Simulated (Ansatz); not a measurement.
# KBr (Fm-3m) in Ansatz: a series of runs, part 2 of 3

Ansatz 0.2.0. Earlier steps stand in the parts before.

## 5. Phonons, PBEsol

input.yaml

```yaml
crystal:
  lattice:
    - [0.0, 3.3, 3.3]
    - [3.3, 0.0, 3.3]
    - [3.3, 3.3, 0.0]
  atoms:
    - { symbol: Br, position: [0.5, 0.5, 0.5] }
    - { symbol: K, position: [0.0, 0.0, 0.0] }
hamiltonian:
  xc: pbesol
  pseudopotentials: { kind: paw }
kpoints:
  mp_grid: { grid: [5, 5, 5] }
scf:
  occupations: { method: fixed }
phonons:
  method: dfpt
  dielectric: true
  rigid_motions: translations
  qmesh: [2, 2, 2]
  temperatures: { t_max: 1000, t_step: 100 }
  qpath:
    path:
      - [[0.0, 0.0, 0.0], [0.5, 0.0, 0.5], [0.5, 0.25, 0.75], [0.375, 0.375, 0.75], [0.0, 0.0, 0.0], [0.5, 0.5, 0.5], [0.625, 0.25, 0.625], [0.5, 0.25, 0.75], [0.5, 0.5, 0.5], [0.375, 0.375, 0.75]]
      - [[0.625, 0.25, 0.625], [0.5, 0.0, 0.5]]
    npoints: 8
```

Potentials or basis: Ansatz PAW.

On the command line:

```console
$ ansatz run input.yaml --threads 2 --pin off --max-ram 5632MiB --backend cpu --events-out ev --progress --plain --runs-dir out
```

The log of the run:

```text
Warning: the 5x5x5 k mesh does not hold 7 of the 8 requested q, among them q = (0, 0, -0.5) of phonons.qmesh (the mesh's divisions times q: (0, 0, -2.5)), which it misses. Where each spin channel of the converged state fills one whole number of bands, its own, at every k and k + q (a gapped crystal under scf.occupations.method: fixed, without spin polarisation, is such a state), the run solves such a q all the same, unless at one of those points the solve does not resolve a channel's highest filled band from its lowest empty one, which the run refuses. Under fixed, such a level at k + q alone can be filled evenly and the q solved. (A deck that smears also gets another warning, for the case where the state has partly filled bands and the run refuses instead; the finer mesh named there holds every requested q in both cases.) The frequencies at such a q can be far from converged at a cutoff and a k mesh at which those at every q on the mesh look sound, and no residual printed for that q shows it. By this code's own reading, close to the zone centre a longitudinal mode feels the field of what the charges at that q miss their sum rule by, which dies only as the k mesh converges (phonons.dielectric: true does not show it: what its charges miss the rule by is not the k mesh's). Close to the zone centre an acoustic frequency is small, so that the error which scf.convergence.dr2_threshold leaves can be large beside it, whatever the k mesh. On a coarse k mesh these two do not account for the whole error. At q on the mesh, agreement between cutoffs or with finite displacements says nothing of such a q. Set kpoints.mp_grid.grid to [6, 6, 6] (the nearest finer one of its shape that holds every requested q; a coarser one that holds them is less converged in the k mesh), or request only what the mesh holds: a phonons.qmesh that divides it on every axis, and phonons.qpoints at whole multiples of one over its divisions, as fractions or to nine digits, the zone centre as exact zeros. Or, where the run solves it, keep q and converge basis.ecutwfc and the k mesh at this q itself; a dispersion between mesh points is phonons.qpath's, interpolated from a phonons.qmesh that the k mesh holds. (Under kpoints.mp_grid.kspacing, state the divisions in grid instead.) On the mesh or off it, a q close to the zone centre keeps the error that scf.convergence.dr2_threshold leaves: see that key's entry in the input reference.
Warning: RAYON_NUM_THREADS=2 ignored (pool sized by the plan → 2); use --threads N
Engine: ansatz 0.2.0, x86_64-unknown-linux-gnu
Pseudopotentials: kind: paw
Pseudopotential: Br, paw, valence charge 7, recommended cutoff 420 eV (normal), Br.paw.azcp
Pseudopotential: K, paw, valence charge 9, recommended cutoff 420 eV (normal), K.paw.azcp
Functional definition: PBEsol
[... 115 lines left out ...]
      ω (cm⁻¹)  modes    IR ((D/Å)²/amu)
        105.41      2             2.2279
        154.52      1             1.1140
--- Phonons (arbitrary-q DFPT): 3 irreducible q on the 2×2×2 mesh ---
  q = [0.0000, 0.0000, 0.0000] (star 1, of the zone-centre solve; hermiticity 1.22e-6, symmetrization 5.71e-14): -0.00 -0.00 0.00 105.41 105.41 105.41
  q = [0.0000, 0.0000, -0.5000] (star 4, 6 solved perturbations on 125 of 125 k-point pairs, because it does not carry the k mesh onto itself; hermiticity 1.08e-6, symmetrization 1.35e-5): 65.08 65.08 87.44 90.42 90.42 138.14
  q = [0.0000, -0.5000, -0.5000] (star 3, 6 solved perturbations on 125 of 125 k-point pairs, because it does not carry the k mesh onto itself; hermiticity 7.58e-6, symmetrization 1.00e-5): 41.06 41.06 70.87 108.76 108.76 114.82
  sum rule: each row above includes the acoustic sum rule's correction from the zone centre's row sums; it moved no ω² by more than (1.01 cm⁻¹)²
  mesh force constants: q→R imaginary residual 3.74e-17; ASR residual 2.085e-4 → 0.000e0 eV/Å²; symmetrization residual 1.554e-15 eV/Å²
  interpolated dispersion: 83 rows × 6 modes
  density of states and harmonic sums: on the 16×16×16 q-mesh, interpolated from the force constants of a 2×2×2 supercell (with the dipole–dipole term)
  largest difference from the sums on the solved wave vectors: F 9.10e-2 eV, S 1.23e-4 and C_V 3.22e-5 eV/K
  zero-point energy: 0.031522 eV/cell   skipped modes (ω ≤ 0): 3   left out of the sums: 1.22e-4 of the cell's modes: C_V's classical limit lies that fraction below 3 k_B per atom; for a crystal, a wire or a layer, F and S can be off by more, and a phonons.interpolated_qmesh denser along its periods is the remedy for the sampling
```

phbands.tsv:

```text
# q_distance	omega_0_inv_cm	omega_1_inv_cm	omega_2_inv_cm	omega_3_inv_cm	omega_4_inv_cm	omega_5_inv_cm	omega_0_thz	omega_1_thz	omega_2_thz	omega_3_thz	omega_4_thz	omega_5_thz
# format = ansatz-phbands/1
[... 83 lines left out ...]
5.984843	42.578155	46.200848	69.874092	107.702396	109.376868	114.825295	1.276461	1.385067	2.094773	3.228837	3.279036	3.442376
6.026916	41.741068	43.450724	70.426505	108.286067	109.035011	114.825142	1.251366	1.302620	2.111334	3.246335	3.268787	3.442371
6.068989	41.229846	41.673959	70.761394	108.637668	108.825648	114.824755	1.236040	1.249354	2.121373	3.256875	3.262511	3.442360
6.111062	41.057904	41.057904	70.873603	108.755097	108.755097	114.824585	1.230885	1.230885	2.124737	3.260396	3.260396	3.442354
```

Wall time 54 s (2 threads of Intel Xeon Platinum 8488C (Sapphire Rapids), shared host); peak memory 0.67 GiB.

Results:

```yaml
Free_energy: -4255.9825 eV
Band_gap_on_the_k_mesh: 4.28 eV, direct
Electronic_dielectric_tensor_diagonal: 2.59
Born_charges_mean_of_the_diagonal: Br -1.13; K +1.13 e
Highest_phonon_frequency_LO-TO_splitting_left_out: 138 cm⁻¹
Static_dielectric_tensor_diagonal: 5.56
```

Levels at points of the mesh, in eV from the valence-band top:
| k point | band 4 | band 5 | band 6 | band 7 | band 8 | band 9 | band 10 | band 11 | band 12 |
| --- | --- | --- | --- | --- | --- | --- | --- | --- | --- |
| (0.00, 0.00, 0.00) | -11.15 | -11.15 | 0.00 | 0.00 | 0.00 | 4.28 | 7.53 | 7.53 | 7.53 |

Phonon frequencies in cm⁻¹ (negative: imaginary):
| q point | frequencies |
| --- | --- |
| (0.000, 0.000, 0.000) | 0 0 0 105 105 105 |
| (0.000, 0.000, -0.500) | 65 65 87 90 90 138 |
| (0.000, -0.500, -0.500) | 41 41 71 109 109 115 |

Electronic dielectric tensor:
```
2.59 0.00 0.00
0.00 2.59 0.00
0.00 0.00 2.59
```

Born effective charge tensors (e):
atom 1, Br
```
-1.13  0.00  0.00
 0.00 -1.13  0.00
 0.00  0.00 -1.13
```
atom 2, K
```
1.13 0.00 0.00
0.00 1.13 0.00
0.00 0.00 1.13
```

Static dielectric tensor, electrons and zone-centre modes:
```
5.56 0.00 0.00
0.00 5.56 0.00
0.00 0.00 5.56
```

Caveat: odd divisions of the mesh miss points on the zone boundary, where band edges often lie, so the gap on the mesh can be too wide; the q mesh is small, so phonon branches between its points and thermal values are rough; the PAW data sets come from PBE, with cores solved anew for the run's functional, which leaves a small shift of forces and pressure.

## 6. Elastic constants, PBEsol

input.yaml

```yaml
crystal:
  lattice:
    - [0.0, 3.3, 3.3]
    - [3.3, 0.0, 3.3]
    - [3.3, 3.3, 0.0]
  atoms:
    - { symbol: Br, position: [0.5, 0.5, 0.5] }
    - { symbol: K, position: [0.0, 0.0, 0.0] }
hamiltonian:
  xc: pbesol
  pseudopotentials: { kind: paw }
kpoints:
  mp_grid: { grid: [5, 5, 5] }
scf:
  occupations: { method: fixed }
output:
  forces: true
  stress: true
elastic:
  mode: relaxed_ion
  stencil: two_point
```

Potentials or basis: Ansatz PAW.

On the command line:

```console
$ ansatz run input.yaml --threads 2 --pin off --max-ram 5632MiB --backend cpu --events-out ev --progress --plain --runs-dir out
```

The log of the run:

```text
Warning: RAYON_NUM_THREADS=2 ignored (pool sized by the plan → 2); use --threads N
[... 7 set-up lines as earlier in the session ...]
Crystal: 2 atoms, lattice volume = 71.874 Å³
Basis set: ecut = 420 eV, 1411 PW (Γ), exchange–correlation on 64×64×64 points (8 copies of the dense FFT grid, shifted against one another)
Bands: 12, of which v1, the nominal top of the filled ones, is band 8 counted from 1 (7 counted from 0)
[... 2 set-up lines as earlier in the session ...]
k-points: 10 of 125
[... 9 set-up lines as earlier in the session ...]
Functional: x = pbesol(κ = 0.804, μ = 0.12345679012345678), c = pbesol(β = 0.046)
SCF iter   1: F=—  HF=-4255.983623 eV  |F-HF|=—  |Δ(HF+E_count)|=         —  Δρ=1.96e-3  dr2=2.82e-3  ethr=1.77e-3  ⟨swp⟩=5.1  Hψ=661  notcnv=0  defer=17
preconditioner: auto → none  [insulator: Δε(μ)=4.259 eV  Ē_g=14.628 eV  n_scr=14 (ndim 8)  ℏωp=16.4 eV  f_vac=0.056  ε∞_Penn≈2.3]
SCF iter   2: F=—  HF=-4255.982471 eV  |F-HF|=—  |Δ(HF+E_count)|=   1.15e-3  Δρ=7.71e-4  dr2=2.45e-4  ethr=1.76e-5  ⟨swp⟩=2.3  Hψ=295  notcnv=0  defer=18
SCF iter   3: F=—  HF=-4255.982467 eV  |F-HF|=—  |Δ(HF+E_count)|=   3.28e-6  Δρ=2.07e-4  dr2=1.27e-5  ethr=1.53e-6  ⟨swp⟩=3.0  Hψ=197  notcnv=0  defer=18
[... 61 lines left out ...]
  E_xc         = -395.678137
  E_vxc        = -268.337007  (∫ρ·V_xc dr)
  E_paw        = -2964.531974  (= ΣΔE_a)
  E_vpaw       = -40.916730  (= ΣTr[D̂ρ^β])
  E_aug_tail   = -0.000004  (compensation charges beyond the density's cutoff)
  E_ewald      = -799.985846
  E_core_change = 0.200155  (= ΣΔE_core)
  E_smearing   = -0.000000  (= −TS)
  E_closure    = -0.000000  (closes the sum)
  Σ components = -4255.982471   (vs F -4255.982471, Δ=0.00e0)
--- Forces (eV/Å), atoms counted from 1 ---
  atom   1  Br     0.00000000    -0.00000000    -0.00000000
  atom   2  K     -0.00000000     0.00000000     0.00000000
  max |Σ_I F_I| component: 1.30e-29 eV/Å
--- Stress (GPa, compression-positive) ---
       -0.328302      -0.000000       0.000000
       -0.000000      -0.328302      -0.000000
       -0.000000       0.000000      -0.328302
  P = ⅓ Tr σ = -0.3283 GPa (-3.283 kbar)
--- Band table (eV; the first three rows and the last of 10) ---
  k-point 0: bands = ["-26.6293", "-11.3286", "-10.1744", "-10.1744", "-10.1744", "0.9801", "0.9801", "0.9801", "5.2616", "8.5126", "8.5126", "8.5126"]
  k-point 1: bands = ["-26.6273", "-11.3901", "-10.1764", "-10.1764", "-10.0888", "0.4773", "0.8559", "0.8559", "6.1628", "8.3375", "8.9746", "8.9746"]
  k-point 2: bands = ["-26.6240", "-11.4758", "-10.1797", "-10.1797", "-9.9633", "-0.1359", "0.6697", "0.6697", "7.2857", "8.8755", "10.1504", "10.1504"]
  k-point 9: bands = ["-26.6221", "-11.3468", "-10.2272", "-10.2197", "-10.0785", "0.1694", "0.4945", "0.5519", "7.8381", "8.4226", "9.2934", "10.3289"]
--- Elastic constants: 2 strain directions × 2 members + reference (group order 48) ---
  dense FFT box of the reference and of every strained cell: 32×32×32
  strains applied: 11, 23; error gains: componentwise 1.00 (the most a stress slope's error grows in a printed constant), spectral 1.73 (1 for all six strains in a standard setting)
  C = ∂σ_k/∂η_j (tension-positive GPa; Voigt order 11 22 33 23 13 12):
        32.361      4.398      4.398     -0.000      0.000      0.000
         4.398     32.361      4.398      0.000     -0.000     -0.000
         4.398      4.398     32.361      0.000     -0.000     -0.000
         0.000      0.000      0.000      5.153      0.000     -0.000
        -0.000     -0.000      0.000     -0.000      5.153      0.000
        -0.000      0.000      0.000     -0.000     -0.000      5.153
  reference stress σ⁰ (GPa):      0.328      0.328      0.328      0.000      0.000      0.000
  C* (energy form; C + prestress term) asymmetry max|C*_kj − C*_jk| = 1.776e-15 GPa — a small one proves nothing (zero by symmetry where the batch's group is 432, −43m or m−3m); a large one is finite-difference/SCF noise where every solve meets its electron count
  moduli (Voigt/Reuss/Hill, GPa): K = 13.72/13.72/13.72   G = 8.68/6.89/7.79   E = 19.65   ν = 0.261
  mechanically stable: yes (min eigenvalue of sym C = 5.15 GPa)
  strain η (Voigt 11):  stress-route row diagonal C_11 = 32.36 GPa, energy-path curvature d²(F+E_count+ΔE)/dδ²/Ω₀ = 32.33 GPa
         δ    σ_11 (GPa)             F (eV)   n_scf  n_hpsi   n_pw
    -2.000e-3       0.2627       -4255.9827388       7    4166   1420   relax 0 steps, max|allowed force component| 9.68e-30 eV/Å
     2.000e-3       0.3921       -4255.9821491       5    3468   1422   relax 0 steps, max|allowed force component| 5.32e-30 eV/Å
  strain η (Voigt 23):  stress-route row diagonal C_44 = 5.15 GPa, energy-path curvature d²(F+E_count+ΔE)/dδ²/Ω₀ = 4.98 GPa
         δ    σ_23 (GPa)             F (eV)   n_scf  n_hpsi   n_pw
    -2.000e-3      -0.0103       -4255.9824686       6    5838   1422   relax 0 steps, max|allowed force component| 8.97e-30 eV/Å
     2.000e-3       0.0103       -4255.9824686       4    4856   1422   relax 0 steps, max|allowed force component| 2.96e-30 eV/Å
```

elastic.tsv:

```text
# convention: tension-positive GPa; Voigt order 11 22 33 23 13 12; engineering shear strains; stresses and constants hold the Pulay correction, whose part of sigma0, of c and of each member's stress the lines and columns named pulay_correction_..._gpa give (of c_energy it is that of c and, on the columns of strains 1 to 3, that of sigma0; of a layer's constants it is that of c in the plane, times a tenth of its plane spacing in ang); where a line pulay_correction_withheld stands none holds it
[... 15 lines left out ...]
6	-6.3108874125e-30	3.1554436209e-30	3.8893846749e-61	-3.5255798413e-48	-3.1554436209e-30	5.1526407107e0	5.7902779576e-17	5.7902779576e-17	5.7902779576e-17	-3.5255798413e-48	-3.1554436209e-30	5.1526407107e0	1.8523524760e-34	2.4809807735e-34	-2.4074124305e-35	3.4082586178e-51	6.8165172356e-51	-4.9811755503e-3
```

elastic_members.tsv:

```text
# convention: tension-positive GPa; Voigt order 11 22 33 23 13 12; engineering shear strains; stresses and constants hold the Pulay correction, whose part of sigma0, of c and of each member's stress the lines and columns named pulay_correction_..._gpa give (of c_energy it is that of c and, on the columns of strains 1 to 3, that of sigma0; of a layer's constants it is that of c in the plane, times a tenth of its plane spacing in ang); where a line pulay_correction_withheld stands none holds it
[... 10 lines left out ...]
3	2.0000000000e-3	3.2834027700e-1	3.2836209498e-1	3.2836209498e-1	1.0305168043e-2	8.3380002590e-16	-8.6854169364e-16	-4.2559824686e3	-4.2559824686e3	4	4856	1422	0	2.9582283946e-30	0.0000000000e0	-7.9571367047e-3	-7.9226190601e-3	-7.9226190601e-3	-9.9624637620e-6	-6.3613893577e-21	5.3011577981e-22	-3.9072767985e-6	0.0000000000e0
```

Run time: 2.8 s. Hardware: 2 threads of Intel Xeon Platinum 8488C (Sapphire Rapids), shared host; peak memory 0.4 GiB.

Results:

```
Free energy                     : -4255.9825 eV
Pressure                        : -0.3 GPa
Band gap on the k mesh          : 4.28 eV, direct
Elastic constants C11, C12, C44 : 32, 4, 5 GPa
Voigt bulk modulus              : 14 GPa
```

Elastic tensor in Voigt notation (GPa, in the Cartesian axes of the cell as first typed):
```
32  4  4  0  0  0
 4 32  4  0  0  0
 4  4 32  0  0  0
 0  0  0  5  0  0
 0  0  0  0  5  0
 0  0  0  0  0  5
```

Caveat: odd divisions of the mesh miss points on the zone boundary, where band edges often lie, so the gap on the mesh can be too wide; the PAW data sets come from PBE, with cores solved anew for the run's functional, which leaves a small shift of forces and pressure.

[end of part 2 of 3]
